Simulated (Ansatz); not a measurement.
**Gallium, diamond under PBEsol: from relaxation to bulk modulus**

What does PBEsol give for gallium in the diamond structure? We relax it, solve it on a dense k-mesh, then scale the cell to 7 volumes from 88 to 112 % of the relaxed one and try a fit of the equation of state. Spin polarisation is left out. The k-meshes are 9×9×9 for the relaxation; 16×16×16 for the dense run; 11×11×11 for the volumes.

Method: DFT PBEsol, plane waves (420 eV) with PAW, scalar-relativistic; PAW files made under PBE, frozen cores solved again for the functional, in Ansatz 0.2.0.

## (1) The system as given

It takes space group Fd-3m (No. 227, cubic). The conventional cell has a = 5.959 Å, b = 5.959 Å, c = 5.959 Å, α = 90.00°, β = 90.00°, γ = 90.00°. Ga (site symmetry -43m) is surrounded by 4 Ga at 2.58 Å.

Coordinates:

```xyz
2
Lattice="0.0000 2.9796 2.9796 2.9796 0.0000 2.9796 2.9796 2.9796 0.0000" Properties=species:S:1:pos:R:3 pbc="T T T"
Ga    0.7449    0.7449    0.7449
Ga    5.2143    5.2143    5.2143
```

## (2) Geometry optimisation

Input file input.yaml:

```yaml
crystal:
  lattice:
    - [0.0, 2.9796103622, 2.9796103622]
    - [2.9796103622, 0.0, 2.9796103622]
    - [2.9796103622, 2.9796103622, 0.0]
  atoms:
    - { symbol: Ga, position: [0.125, 0.125, 0.125] }
    - { symbol: Ga, position: [0.875, 0.875, 0.875] }
hamiltonian:
  xc: pbesol
  pseudopotentials:
    kind: paw
    azcp:
      Ga: "pseudopotentials/Ga.paw.azcp"
basis:
  ecutwfc: 420
  fft_grid_basis: typed
kpoints:
  mp_grid: { grid: [9, 9, 9], shift: [0, 0, 0] }
magnetization:
  spin_polarized: false
scf:
  occupations: { method: fermi_dirac, width: 0.1 }
relax:
  max_steps: 60
  f_tol: 0.01
  cell: {}
```

Output:

```text
Warning: <dir> the record states the generating functional pbe (its physics header spells it `PBE`), which answers neither for hamiltonian.xc's functional nor for the pbesol family's — results may be inconsistent (PPs are generated against a specific XC)
Warning: RAYON_NUM_THREADS=2 ignored (pool sized by the plan → 2); use --threads N
Engine: ansatz 0.2.0, aarch64-unknown-linux-gnu
Pseudopotentials: kind: paw
Pseudopotential: Ga, paw, valence charge 13, recommended cutoff 420 eV (normal), <dir>
Functional definition: PBEsol
  exchange = pbesol_x
  correlation = pbesol_c
Crystal: 2 atoms, lattice volume = 52.906 Å³
Basis set: ecut = 420 eV, 1037 PW (Γ), exchange–correlation on 60×60×60 points (8 copies of the dense FFT grid, shifted against one another)
Bands: 17, of which v1, the nominal top of the filled ones, is band 13 counted from 1 (12 counted from 0)
Symmetry: 48 space group operations
Space group: Fd-3m (ITA 227), of the structure as read, at distance tolerance 3.8e-5 Å
k-points: 35 of 729
Non-local potential: Ga, projectors of the file, l = 0: 2, l = 1: 2, l = 2: 3, l = 3: 1
PAW form: soft (Blöchl's): semilocal exchange-correlation on the pseudo side does not see the compensation charge
PAW frozen core: Ga, regenerated for the run's functional, and the local potential with it (the file was generated under x = pbe(κ = 0.804, μ = 0.2195149727645171), c = pbe(β = 0.06672455060314922))
PAW one-centre angular grid: Ga, 590 points (default); XC on 64 Gauss nodes
Initial density: superposition of atomic densities (neutral atoms: chi_scale 0, normalization atom), corrected by the library's trained network
Initial wavefunctions: pseudopotential atomic-orbital guess
Functional: x = pbesol(κ = 0.804, μ = 0.12345679012345678), c = pbesol(β = 0.046)
SCF iter   1: F=—  HF=-7485.684460 eV  |F-HF|=—  |Δ(HF+E_count)|=         —  Δρ=1.32e-3  dr2=7.98e-4  ethr=1.77e-3  ⟨swp⟩=5.1  Hψ=2747  notcnv=0
preconditioner: auto → LDOS  [metal: Δε(μ)=0.033 eV  Ē_g=16.323 eV  σ=0.100 eV  W_gap=0.08  n_scr=14 (ndim 8)  ℏωp=26.0 eV  f_vac=0.053  D(μ)=1.55/eV (n_scr^D=14)  β→1.0]
SCF iter   2: F=—  HF=-7485.684407 eV  |F-HF|=—  |Δ(HF+E_count)|=   5.36e-5  Δρ=8.28e-4  dr2=2.38e-4  ethr=3.07e-6  ⟨swp⟩=2.0  Hψ=1326  notcnv=0
SCF iter   3: F=—  HF=-7485.684480 eV  |F-HF|=—  |Δ(HF+E_count)|=   7.38e-5  Δρ=6.02e-4  dr2=1.01e-4  ethr=9.15e-7  ⟨swp⟩=2.0  Hψ=1046  notcnv=0
SCF iter   4: F=—  HF=-7485.684374 eV  |F-HF|=—  |Δ(HF+E_count)|=   1.07e-4  Δρ=1.20e-4  dr2=8.89e-6  ethr=3.90e-7  ⟨swp⟩=2.0  Hψ=1046  notcnv=0
SCF iter   5: F=—  HF=-7485.684372 eV  |F-HF|=—  |Δ(HF+E_count)|=   2.24e-6  Δρ=2.63e-5  dr2=4.88e-7  ethr=3.42e-8  ⟨swp⟩=2.0  Hψ=1046  notcnv=0
SCF iter   6: F=-7485.684372 eV  HF=-7485.684372 eV  |F-HF|=7.76e-9  |Δ(HF+E_count)|=   1.17e-7  Δρ=4.27e-6  dr2=8.43e-9  ethr=3.85e-10  ⟨swp⟩=4.0  Hψ=2023  notcnv=0
SCF 1 converged in 6 iterations: F = -7485.684372 eV  dr2 = 8.43e-9
relax step   1: F+E_penalty+E_count = -7485.68437181 eV  Δ(F+E_penalty+E_count) = +0.000e0 eV  max|allowed force component| = 1.850e-17 eV/Å  Δτ_max = 0.0000 Å  P = -3.447 GPa  Ω = 52.906 Å³  (6 SCF iters, dr2 threshold 1.00e-7 eV, accepted)
Crystal: 2 atoms, lattice volume = 49.366 Å³
Basis set: ecut = 420 eV, 941 PW (Γ), exchange–correlation on 60×60×60 points (8 copies of the dense FFT grid, shifted against one another)
Initial density: handed on by an earlier stage of this run
Initial wavefunctions: those handed on with the density
iter 1 solved again at ethr=5.59e-6 eV; its pass at ethr=3.10e-3 eV (dr2=1.45e-3 eV) is discarded
SCF iter   1: F=—  HF=-7485.739632 eV  |F-HF|=—  |Δ(HF+E_count)|=         —  Δρ=1.99e-3  dr2=1.52e-3  ethr=5.59e-6  ⟨swp⟩=1.6  Hψ=3408  notcnv=0
preconditioner: auto → LDOS  [metal: Δε(μ)=0.031 eV  Ē_g=16.547 eV  σ=0.100 eV  W_gap=0.08  n_scr=14 (ndim 8)  ℏωp=26.9 eV  f_vac=0.016  D(μ)=1.43/eV (n_scr^D=14)  β→1.0]
SCF iter   2: F=—  HF=-7485.739931 eV  |F-HF|=—  |Δ(HF+E_count)|=   2.99e-4  Δρ=1.50e-3  dr2=6.79e-4  ethr=5.59e-6  ⟨swp⟩=2.0  Hψ=1046  notcnv=0
SCF iter   3: F=—  HF=-7485.739450 eV  |F-HF|=—  |Δ(HF+E_count)|=   4.81e-4  Δρ=4.63e-4  dr2=7.02e-5  ethr=2.61e-6  ⟨swp⟩=2.0  Hψ=1046  notcnv=0
SCF iter   4: F=—  HF=-7485.739394 eV  |F-HF|=—  |Δ(HF+E_count)|=   5.56e-5  Δρ=1.02e-4  dr2=6.51e-6  ethr=2.70e-7  ⟨swp⟩=2.0  Hψ=969  notcnv=0
SCF iter   5: F=—  HF=-7485.739395 eV  |F-HF|=—  |Δ(HF+E_count)|=   1.60e-7  Δρ=1.86e-5  dr2=2.74e-7  ethr=2.50e-8  ⟨swp⟩=2.1  Hψ=986  notcnv=0
SCF iter   6: F=-7485.739395 eV  HF=-7485.739395 eV  |F-HF|=3.47e-10  |Δ(HF+E_count)|=   5.38e-8  Δρ=1.60e-6  dr2=9.77e-10  ethr=7.69e-10  ⟨swp⟩=4.0  Hψ=1824  notcnv=0
SCF 2 converged in 6 iterations: F = -7485.739395 eV  dr2 = 9.77e-10
relax step   2: F+E_penalty+E_count = -7485.73939459 eV  Δ(F+E_penalty+E_count) = -5.502e-2 eV  max|allowed force component| = 1.688e-16 eV/Å  Δτ_max = 0.0000 Å  P = -1.335 GPa  Ω = 49.366 Å³  energy of the carried Pulay correction = +5.697e-4 eV  (6 SCF iters, dr2 threshold 2.00e-7 eV, accepted)
Crystal: 2 atoms, lattice volume = 47.363 Å³
iter 1 solved again at ethr=2.34e-6 eV; its pass at ethr=3.10e-3 eV (dr2=6.10e-4 eV) is discarded
SCF iter   1: F=—  HF=-7485.746623 eV  |F-HF|=—  |Δ(HF+E_count)|=         —  Δρ=1.34e-3  dr2=6.35e-4  ethr=2.34e-6  ⟨swp⟩=1.4  Hψ=3391  notcnv=0
preconditioner: auto → LDOS  [metal: Δε(μ)=0.021 eV  Ē_g=16.738 eV  σ=0.100 eV  W_gap=0.05  n_scr=14 (ndim 8)  ℏωp=27.5 eV  f_vac=0.014  D(μ)=1.34/eV (n_scr^D=14)  β→1.0]
SCF iter   2: F=—  HF=-7485.746736 eV  |F-HF|=—  |Δ(HF+E_count)|=   1.12e-4  Δρ=1.01e-3  dr2=2.90e-4  ethr=2.34e-6  ⟨swp⟩=2.0  Hψ=1045  notcnv=0
SCF iter   3: F=—  HF=-7485.746532 eV  |F-HF|=—  |Δ(HF+E_count)|=   2.04e-4  Δρ=2.98e-4  dr2=2.70e-5  ethr=1.11e-6  ⟨swp⟩=2.0  Hψ=1045  notcnv=0
SCF iter   4: F=—  HF=-7485.746506 eV  |F-HF|=—  |Δ(HF+E_count)|=   2.55e-5  Δρ=6.20e-5  dr2=2.30e-6  ethr=1.04e-7  ⟨swp⟩=2.0  Hψ=945  notcnv=0
SCF iter   5: F=-7485.746507 eV  HF=-7485.746507 eV  |F-HF|=8.97e-9  |Δ(HF+E_count)|=   5.04e-8  Δρ=1.10e-5  dr2=8.71e-8  ethr=7.69e-10  ⟨swp⟩=3.1  Hψ=2450  notcnv=0
SCF 3 converged in 5 iterations: F = -7485.746507 eV  dr2 = 8.71e-8
relax step   3: F+E_penalty+E_count = -7485.74650654 eV  Δ(F+E_penalty+E_count) = -7.112e-3 eV  max|allowed force component| = 1.573e-16 eV/Å  Δτ_max = 0.0000 Å  P = +0.320 GPa  Ω = 47.363 Å³  energy of the carried Pulay correction = +9.099e-4 eV  (5 SCF iters, dr2 threshold 2.00e-7 eV, accepted)
Crystal: 2 atoms, lattice volume = 47.713 Å³
iter 1 solved again at ethr=1.27e-7 eV; its pass at ethr=3.10e-3 eV (dr2=3.29e-5 eV) is discarded
SCF iter   1: F=—  HF=-7485.746797 eV  |F-HF|=—  |Δ(HF+E_count)|=         —  Δρ=2.42e-4  dr2=2.06e-5  ethr=1.27e-7  ⟨swp⟩=2.0  Hψ=3220  notcnv=0
preconditioner: auto → LDOS  [metal: Δε(μ)=0.071 eV  Ē_g=16.741 eV  σ=0.100 eV  W_gap=0.17  n_scr=14 (ndim 8)  ℏωp=27.4 eV  f_vac=0.018  D(μ)=1.36/eV (n_scr^D=14)  β→1.0]
SCF iter   2: F=—  HF=-7485.746800 eV  |F-HF|=—  |Δ(HF+E_count)|=   2.82e-6  Δρ=1.83e-4  dr2=9.37e-6  ethr=7.92e-8  ⟨swp⟩=2.0  Hψ=1046  notcnv=0
SCF iter   3: F=—  HF=-7485.746793 eV  |F-HF|=—  |Δ(HF+E_count)|=   6.62e-6  Δρ=5.15e-5  dr2=8.02e-7  ethr=3.60e-8  ⟨swp⟩=2.0  Hψ=1045  notcnv=0
SCF iter   4: F=-7485.746793 eV  HF=-7485.746793 eV  |F-HF|=1.75e-8  |Δ(HF+E_count)|=   6.58e-7  Δρ=1.02e-5  dr2=6.15e-8  ethr=7.69e-10  ⟨swp⟩=4.1  Hψ=2085  notcnv=0
SCF 4 converged in 4 iterations: F = -7485.746793 eV  dr2 = 6.15e-8
relax step   4: F+E_penalty+E_count = -7485.74679272 eV  Δ(F+E_penalty+E_count) = -2.862e-4 eV  max|allowed force component| = 1.735e-16 eV/Å  Δτ_max = 0.0000 Å  P = +0.000 GPa  Ω = 47.713 Å³  energy of the carried Pulay correction = +8.495e-4 eV  (4 SCF iters, dr2 threshold 2.00e-7 eV, accepted)
Initial wavefunctions: pseudopotential atomic-orbital guess (no wavefunctions were taken with the density)
iter 1 solved again at ethr=3.30e-7 eV; its pass at ethr=3.10e-3 eV (dr2=8.58e-5 eV) is discarded
SCF iter   1: F=—  HF=-7485.745845 eV  |F-HF|=—  |Δ(HF+E_count)|=         —  Δρ=1.05e-4  dr2=1.87e-6  ethr=3.30e-7  ⟨swp⟩=2.4  Hψ=4001  notcnv=0
preconditioner: auto → LDOS  [metal: Δε(μ)=0.071 eV  Ē_g=16.736 eV  σ=0.100 eV  W_gap=0.17  n_scr=14 (ndim 8)  ℏωp=27.4 eV  f_vac=0.019  D(μ)=1.36/eV (n_scr^D=14)  β→1.0]
SCF iter   2: F=—  HF=-7485.745852 eV  |F-HF|=—  |Δ(HF+E_count)|=   6.60e-6  Δρ=1.15e-4  dr2=3.20e-6  ethr=7.19e-9  ⟨swp⟩=2.0  Hψ=1046  notcnv=0
SCF iter   3: F=—  HF=-7485.745849 eV  |F-HF|=—  |Δ(HF+E_count)|=   3.38e-6  Δρ=5.58e-5  dr2=8.14e-7  ethr=7.19e-9  ⟨swp⟩=2.0  Hψ=1046  notcnv=0
SCF iter   4: F=—  HF=-7485.745848 eV  |F-HF|=—  |Δ(HF+E_count)|=   9.70e-7  Δρ=1.53e-5  dr2=6.10e-8  ethr=3.13e-9  ⟨swp⟩=2.0  Hψ=945  notcnv=0
SCF iter   5: F=—  HF=-7485.745848 eV  |F-HF|=—  |Δ(HF+E_count)|=   7.78e-8  Δρ=2.21e-6  dr2=1.19e-9  ethr=2.35e-10  ⟨swp⟩=2.0  Hψ=1036  notcnv=0
SCF iter   6: F=-7485.745848 eV  HF=-7485.745848 eV  |F-HF|=1.55e-11  |Δ(HF+E_count)|=   1.49e-9  Δρ=2.21e-7  dr2=1.45e-11  ethr=1.00e-12  ⟨swp⟩=4.7  Hψ=3127  notcnv=0
SCF 5 converged in 6 iterations: F = -7485.745848 eV  dr2 = 1.45e-11
relax step   5: F+E_penalty+E_count = -7485.74584761 eV  Δ(F+E_penalty+E_count) = +9.451e-4 eV  max|allowed force component| = 2.128e-16 eV/Å  Δτ_max = 0.0000 Å  P = +0.003 GPa  Ω = 47.713 Å³  stress off target by 2.80e-3 GPa  SCF on the basis re-selected at this cell (its energy is not comparable with the rows above)  (6 SCF iters)
basis re-selected at this cell: Δ(F+E_penalty+E_count) = +9.451e-4 eV, ΔP = +0.002 GPa vs the last step (what re-selecting the basis moved, of the pressure what is left beyond the Pulay correction that the steps carried, after the strain that the cell walked since its last selection, with what the two solves' SCF thresholds leave and, on support functions, any second-order correction that the steps lacked; it is no measure of the basis error at this ecutwfc). This SCF's stress stands 2.80e-3 GPa from its target on what of the cell is left free (relax.cell.stress_tol is 5.00e-2 GPa) and its largest allowed force component is 2.13e-16 eV/Å (relax.f_tol is 1.00e-2 eV/Å): within both
SCF converged after 6 iterations
Free energy (F): -7485.745848 eV
Harris-Foulkes:  -7485.745848 eV  (|F-HF|=1.55e-11)
Internal energy: -7485.702014 eV  (E = F + TS)
E sigma→0 (E₀):  -7485.723931 eV
Entropy (-TS):   -0.043833 eV (-21.917 meV/atom)
Fermi energy:    6.142953 eV
--- Per-component energies (eV) ---
  E_band       = -155.116528
  E_kinetic    = 229.928344
  E_local      = -4209.844986  (includes V_loc(G=0)·N_el)
  E_nonlocal   = 845.549390
  E_hartree    = 1952.219872
  E_xc         = -137.314412
  E_vxc        = -116.171954  (∫ρ·V_xc dr)
  E_paw        = -3891.101927  (= ΣΔE_a)
  E_vpaw       = -809.016729  (= ΣTr[D̂ρ^β])
  E_aug_tail   = -0.000195  (compensation charges beyond the density's cutoff)
  E_ewald      = -2276.864057
  E_core_change = 1.725956  (= ΣΔE_core)
  E_smearing   = -0.043833  (= −TS)
  E_closure    = -0.000000  (closes the sum)
  Σ components = -7485.745848   (vs F -7485.745848, Δ=0.00e0)
--- Forces (eV/Å), atoms counted from 1 ---
  atom   1  Ga     0.00000000     0.00000000     0.00000000
  atom   2  Ga    -0.00000000    -0.00000000    -0.00000000
  max |Σ_I F_I| component: 3.70e-17 eV/Å
--- Stress (GPa, compression-positive) ---
        0.002800       0.000000       0.000000
        0.000000       0.002800       0.000000
        0.000000       0.000000       0.002800
  P = ⅓ Tr σ = 0.0028 GPa (0.028 kbar)
--- Relaxed structure (4 steps of the walk, 4 accepted, 1 SCFs on fresh bases) ---
  F+E_penalty+E_count = -7485.74584761 eV   max|allowed force component| = 2.128e-16 eV/Å   (the final SCF, on the basis selected at the relaxed cell)
  cell:  # Å, volume = 47.7130 Å³
    - [1.5923037568409046e-33, 2.8787377384187387, 2.8787377384187387]
    - [2.8787377384187387, 3.961651759015288e-33, 2.8787377384187387]
    - [2.8787377384187387, 2.8787377384187387, 2.292917414803015e-34]
  atoms:
    - { symbol: Ga, position: [0.12499999999999999, 0.12499999999999999, 0.12499999999999999] }
    - { symbol: Ga, position: [0.8750000000000001, 0.8750000000000001, 0.8750000000000001] }
```

Run time: 3.8 s. Hardware: 2 threads of Arm Neoverse V1, shared host; peak memory 0.34 GiB.

The walk, from the log:

```csv
step,energy change (meV/atom),largest force (eV/Å),pressure (GPa),volume (Å³/atom)
1,0.00,0.0000,-3.45,26.453
2,-27.51,0.0000,-1.34,24.683
3,-31.07,0.0000,0.32,23.682
4,-31.21,0.0000,0.00,23.856
5,-30.74,0.0000,0.00,23.856
```

Steps that repeat a cell are solved on a basis chosen anew, so their changes of energy are no gain of the relaxation.

The cell of the run, before and after:

|  | before | after | change |
| --- | --- | --- | --- |
| a (Å) | 4.214 | 4.071 | -3.4 % |
| b (Å) | 4.214 | 4.071 | -3.4 % |
| c (Å) | 4.214 | 4.071 | -3.4 % |
| volume (Å³/atom) | 26.453 | 23.856 | -9.8 % |
| shortest distance (Å) | 2.580 | 2.493 | -3.4 % |
| space group (spins left aside) | Fd-3m | Fd-3m | same |

## (3) The energy on a finer k-mesh

Input file input.yaml:

```yaml
crystal:
  lattice:
    - [0.0, 2.8787377384, 2.8787377384]
    - [2.8787377384, 0.0, 2.8787377384]
    - [2.8787377384, 2.8787377384, 0.0]
  atoms:
    - { symbol: Ga, position: [0.125, 0.125, 0.125] }
    - { symbol: Ga, position: [0.875, 0.875, 0.875] }
hamiltonian:
  xc: pbesol
  pseudopotentials:
    kind: paw
    azcp:
      Ga: "pseudopotentials/Ga.paw.azcp"
basis:
  ecutwfc: 420
  fft_grid_basis: typed
kpoints:
  mp_grid: { grid: [16, 16, 16], shift: [0, 0, 0] }
magnetization:
  spin_polarized: false
scf:
  occupations: { method: fermi_dirac, width: 0.1 }
output:
  write_density: true
  write_potential: true
  elf: true
  volumetric_format: npy
```

Output, shortened:

```text
Warning: <dir> the record states the generating functional pbe (its physics header spells it `PBE`), which answers neither for hamiltonian.xc's functional nor for the pbesol family's — results may be inconsistent (PPs are generated against a specific XC)
Warning: RAYON_NUM_THREADS=2 ignored (pool sized by the plan → 2); use --threads N
[...]
[... 3 set-up lines as earlier in the session ...]
[...]
Crystal: 2 atoms, lattice volume = 47.713 Å³
Basis set: ecut = 420 eV, 941 PW (Γ)
Bands: 17, of which v1, the nominal top of the filled ones, is band 13 counted from 1 (12 counted from 0)
[... 1 set-up line as earlier in the session ...]
Space group: Fd-3m (ITA 227), of the structure as read, at distance tolerance 3.6e-5 Å
k-points: 145 of 4096
[...]
SCF iter   1: F=—  HF=-7485.748246 eV  |F-HF|=—  |Δ(HF+E_count)|=         —  Δρ=1.40e-3  dr2=7.40e-4  ethr=1.77e-3  ⟨swp⟩=5.1  Hψ=11564  notcnv=0
[...]
SCF iter   6: F=-7485.748051 eV  HF=-7485.748051 eV  |F-HF|=9.69e-10  |Δ(HF+E_count)|=   4.27e-8  Δρ=5.01e-6  dr2=9.95e-9  ethr=3.85e-10  ⟨swp⟩=2.1  Hψ=5088  notcnv=0
[...]
SCF converged after 6 iterations
Free energy (F): -7485.748051 eV
[...]
E sigma→0 (E₀):  -7485.727821 eV
Entropy (-TS):   -0.040459 eV (-20.229 meV/atom)
Fermi energy:    6.125365 eV
[...]
--- Band table (eV; the first three rows and the last of 145) ---
  k-point 0: bands = ["-8.6319", "-8.6319", "-8.6319", "-8.5856", "-8.5856", "-8.2355", "-8.2355", "-8.2355", "-8.1701", "-8.1701", "-3.5131", "9.0425", "9.0425", "9.0425", "10.1627", "11.0771", "11.0771"]
[...]
```

It took 3 s on 2 threads of Arm Neoverse V1, shared host; peak memory 0.37 GiB.

The maps below are laid out on this run's own conventional cell (a, b, c = 5.757, 5.757, 5.757 Å).

Density in a lattice plane of the grid's cell (edges 5.76 and 5.76 Å, at 0.125 of the third edge), which holds Ga.

Ten even steps from ' ' (0.02 e/Å³) to '@' (35.39 e/Å³):
```
                                                
                                                
                                                
                                                
                                                
                            ......              
                          ..++@@++..            
                          ..++@@++..            
                            ..::..              
                                                
                                                
                                                
                                                
                                                
                                                
    ......                                      
  ..++@@++..                                    
  ..++@@++..                                    
    ..::..                                      
                                                
```
Columns run along the first of these edges and rows up along the second, over one cell in 24 and 20 even steps from the bottom left corner. Atoms in the plane (fractional): Ga at (0.12, 0.12), Ga at (0.62, 0.62).

ELF in the same plane.

Ten even steps from ' ' (0.03) to '@' (0.46):
```
@@##******##@@@@@@##**++==----------==++**##@@@@
@@@@%%%%%%@@@@%%%%######**************######%%%%
**************######%%%%@@%%%%##%%%%@@%%%%######
==----------==++**%%@@@@@@##******##@@@@@@##**++
--::......::--==**%%@@%%##**++==++**##%%@@%%**==
....      ....--++##%%##**==..  ..==**##%%%%++--
..          ..::++####**++..  --  ..++**####++::
..          ..::++####**++..  ::  ..++**####++::
....      ....--++##%%##**==......==**##%%##++--
--::......::--==**%%@@%%****++++++**##%%@@%%**==
==----------==++**##@@@@@@##******##@@@@@@##**++
**************######%%%%@@@@%%%%%%@@@@%%%%######
@@%%%%##%%%%@@%%%%######**************######%%%%
@@##******##@@@@@@##**++==----------==++**%%@@@@
##**++==++**##%%@@%%**==--::......::--==**%%@@%%
**==..  ..==**##%%%%++--....      ....--++##%%##
++..  --  ..++**####++::..          ..::++####**
++..  ::  ..++**####++::..          ..::++####**
**==......==**##%%##++--....      ....--++##%%##
****++++++**##%%@@%%**==--::......::--==**%%@@%%
```
Columns run along the first of these edges and rows up along the second, over one cell in 24 and 20 even steps from the bottom left corner. Atoms in the plane (fractional): Ga at (0.12, 0.12), Ga at (0.62, 0.62).

Both are smooth fields of the valence electrons: close to the nuclei they are not physical.

The highest ELF values outside the cores: 0.54 on the Ga–Ga line, 1.3 Å from Ga; 0.53 between the atoms, 1.3 Å from Ga.

## (4) Volume × 0.88

Input file input.yaml:

```yaml
crystal:
  lattice:
    - [0.0, 2.7586482326, 2.7586482326]
    - [2.7586482326, 0.0, 2.7586482326]
    - [2.7586482326, 2.7586482326, 0.0]
  atoms:
    - { symbol: Ga, position: [0.125, 0.125, 0.125] }
    - { symbol: Ga, position: [0.875, 0.875, 0.875] }
hamiltonian:
  xc: pbesol
  pseudopotentials:
    kind: paw
    azcp:
      Ga: "pseudopotentials/Ga.paw.azcp"
basis:
  ecutwfc: 420
  fft_grid_basis: typed
kpoints:
  mp_grid: { grid: [11, 11, 11], shift: [0, 0, 0] }
magnetization:
  spin_polarized: false
scf:
  occupations: { method: fermi_dirac, width: 0.1 }
  lower_state_search: "off"
output:
  stress: true
  write_density: true
  write_potential: true
  elf: true
  volumetric_format: npy
```

Output, shortened:

```text
Warning: <dir> the record states the generating functional pbe (its physics header spells it `PBE`), which answers neither for hamiltonian.xc's functional nor for the pbesol family's — results may be inconsistent (PPs are generated against a specific XC)
Warning: RAYON_NUM_THREADS=2 ignored (pool sized by the plan → 2); use --threads N
[...]
[... 3 set-up lines as earlier in the session ...]
[...]
Crystal: 2 atoms, lattice volume = 41.987 Å³
Basis set: ecut = 420 eV, 869 PW (Γ)
Bands: 17, of which v1, the nominal top of the filled ones, is band 13 counted from 1 (12 counted from 0)
[... 1 set-up line as earlier in the session ...]
Space group: Fd-3m (ITA 227), of the structure as read, at distance tolerance 3.5e-5 Å
k-points: 56 of 1331
[...]
SCF iter   1: F=—  HF=-7485.629892 eV  |F-HF|=—  |Δ(HF+E_count)|=         —  Δρ=2.05e-3  dr2=1.00e-3  ethr=1.77e-3  ⟨swp⟩=5.2  Hψ=4494  notcnv=0
[...]
SCF iter   6: F=-7485.630718 eV  HF=-7485.630718 eV  |F-HF|=2.26e-9  |Δ(HF+E_count)|=   1.15e-7  Δρ=3.73e-6  dr2=6.79e-9  ethr=3.85e-10  ⟨swp⟩=6.1  Hψ=6113  notcnv=0
[...]
SCF converged after 6 iterations
Free energy (F): -7485.630718 eV
[...]
E sigma→0 (E₀):  -7485.613272 eV
Entropy (-TS):   -0.034890 eV (-17.445 meV/atom)
Fermi energy:    7.484094 eV
[...]
--- Stress (GPa, compression-positive) ---
        7.611428       0.000000       0.000000
        0.000000       7.611428       0.000000
       -0.000000       0.000000       7.611428
  P = ⅓ Tr σ = 7.6114 GPa (76.114 kbar)
--- Band table (eV; the first three rows and the last of 56) ---
  k-point 0: bands = ["-7.4036", "-7.4036", "-7.4036", "-7.3471", "-7.3471", "-6.8880", "-6.8880", "-6.8880", "-6.7870", "-6.7870", "-2.8703", "10.8204", "10.8204", "10.8204", "12.8442", "12.8442", "12.8442"]
[...]
```

It took 1.5 s on 2 threads of Arm Neoverse V1, shared host; peak memory 0.32 GiB.

(Part 1 of 2 ends here.)
